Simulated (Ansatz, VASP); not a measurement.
# LuH2 in VASP and in Ansatz

```
CELL_PARAMETERS angstrom
0.00000 2.45517 2.45517
2.45517 0.00000 2.45517
2.45517 2.45517 0.00000
ATOMIC_POSITIONS crystal
Lu 0.00000 0.00000 0.00000
H 0.25000 0.25000 0.25000
H 0.75000 0.75000 0.75000
```

Alike in both runs: functional LDA; k mesh 14 × 14 × 14; occupations gaussian, width 0.1 eV; no spin polarisation.

Ansatz relaxed the structure, and its values are those at the end. VASP's run is a single point on that final structure, the one shown.

|  | VASP | Ansatz |
| --- | --- | --- |
| version | VASP 6.6.1 | Ansatz 0.2.0 |
| potentials or method | VASP PAW PBE potentials, release 64 (Lu, H) | scalar-relativistic, plane waves, PAW |
| plane-wave cutoff (eV) | 520 | 420 |
| valence electrons in the cell | 27 | 27 |

Ansatz gave:

```
gap on the k mesh at the Fermi level (eV) : none
pressure (GPa)                            : 0.0
```

Task: Which values does VASP return?

Result: gap on the k mesh at the Fermi level (eV): none; pressure (GPa): 0.6.

A gap of «none» marks a metal or a gap that the smearing closes.

Caveats: the PAW data sets were made with another functional, which shifts forces and pressure a little (VASP). Spin-orbit coupling is left out, which matters for the levels of Lu.
